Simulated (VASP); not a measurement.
The system is Ag.

```
Ag
1.0
     0.00000    2.04275    2.04275
     2.04275    0.00000    2.04275
     2.04275    2.04275    0.00000
Ag
1
Direct
  0.00000 0.00000 0.00000
```

| Quantity | Value |
| --- | --- |
| Program | VASP 6.6.1 |
| Task | relaxation of cell and atoms |
| Functional | vdW-DF2 |
| Potentials or basis | VASP PAW PBE potentials, release 64 (Ag) |
| Cutoff | 600 eV |
| k mesh | 11 × 11 × 11 |
| Occupations | fermi-dirac, width 0.05 eV |
| Spin | no spin polarisation |

At the start: pressure 16.0 GPa; volume 17.05 Å³/atom.

Question: Where does the relaxation end?

Answer: Over 3 steps the energy falls by 125.0 meV/atom and the volume is 20.00 Å³/atom (+17.3 %); space group Fm-3m (No. 225, to 0.05 Å).

The path:
```tsv
step	energy change (eV)	largest force (eV/Å)	pressure (GPa)	volume (Å³)
1	0.0000	0.0000	15.97	17.05
2	-0.1045	0.0000	-3.82	21.59
3	-0.1250	0.0000	0.09	20.00
```

Final structure:
```
Ag
1.0
     0.00000    2.15442    2.15442
     2.15442    0.00000    2.15442
     2.15442    2.15442    0.00000
Ag
1
Direct
  0.00000 0.00000 0.00000
```

Caveat: the volume moved by over 15 % at a fixed basis, so the end points are rough; the PAW data sets were made with another functional, which shifts forces and pressure a little; the volume moved by +17 % from the deposited cell, more than functionals usually miss.
